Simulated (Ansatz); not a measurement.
# TaN: the cost of one run

Program: Ansatz 0.2.0. Level of theory: DFT PBE, scalar-relativistic. These are calculated values, not measurements.

**1. The starting structure**

The structure is hexagonal, space group P6/mmm (No. 191). Conventional cell: a = 5.185 Å, b = 5.185 Å, c = 2.908 Å, α = 90.00°, β = 90.00°, γ = 120.00°. Ta (site symmetry 6/mmm) is surrounded by 6 N at 2.59 Å and 2 Ta at 2.91 Å. Around Ta (site symmetry -6m2) lie 6 N at 2.09 Å. Around N (site symmetry mmm) lie 6 Ta at 2.09 to 2.59 Å.

Coordinates:

```
CELL_PARAMETERS angstrom
5.18500 0.00000 0.00000
-2.59250 4.49034 0.00000
0.00000 0.00000 2.90800
ATOMIC_POSITIONS crystal
Ta 0.00000 0.00000 0.00000
Ta 0.33333 0.66667 0.50000
Ta 0.66667 0.33333 0.50000
N 0.50000 0.00000 0.00000
N 0.50000 0.50000 0.00000
N 0.00000 0.50000 0.00000
```

Atoms are numbered in the order of the input: Ta1, Ta2, Ta3, N4, N5, N6.

**2. After the deformation**

Space group P6/mmm before, P-1 after.

**3. All-electron LAPW**

The input, input.yaml:

```yaml
crystal:
  lattice:
    - [5.1849992558, -0.0518499926, -0.0518499926]
    - [-2.6374030386, 4.5162660704, -0.0189784145]
    - [-0.02908, -0.02908, 2.908]
  atoms:
    - { symbol: Ta, position: [0.0, 0.0, 0.0] }
    - { symbol: Ta, position: [0.3333333333, 0.6666666667, 0.5] }
    - { symbol: Ta, position: [0.6666666667, 0.3333333333, 0.5] }
    - { symbol: "N", position: [0.5, 0.0, 0.0] }
    - { symbol: "N", position: [0.5, 0.5, 0.0] }
    - { symbol: "N", position: [0.0, 0.5, 0.0] }
kpoints:
  mp_grid: { grid: [5, 5, 8] }
  band_path:
    path:
      - [0.0, 0.0, 0.0]
      - [0.0, 0.0, 0.5]
      - [-0.5, 0.5, 0.0]
      - [0.0, 0.0, 0.0]
      - [0.0, -0.5, 0.0]
      - [-0.5, 0.0, 0.5]
      - [0.0, 0.0, 0.0]
      - [-0.5, 0.0, 0.0]
      - [0.0, -0.5, 0.5]
    npoints: 5
scf:
  occupations: { method: fermi_dirac, width: 0.03 }
hamiltonian:
  xc: pbe
  pseudopotentials: { kind: all_electron, lapw: { basis_error: 0.0005 } }
output:
  forces: true
  stress: true
  eigenvalues: true
```

Run with:

```
ansatz run input.yaml --threads 2 --pin off --max-ram 6144MiB --backend cpu --events-out ev --progress --plain --runs-dir out
```

Q: Estimate wall time and peak memory on 2 threads of Intel Xeon Platinum 8375C at 2.90GHz (Ice Lake), shared host.

About 3.6 min, with a peak of 2 GiB.
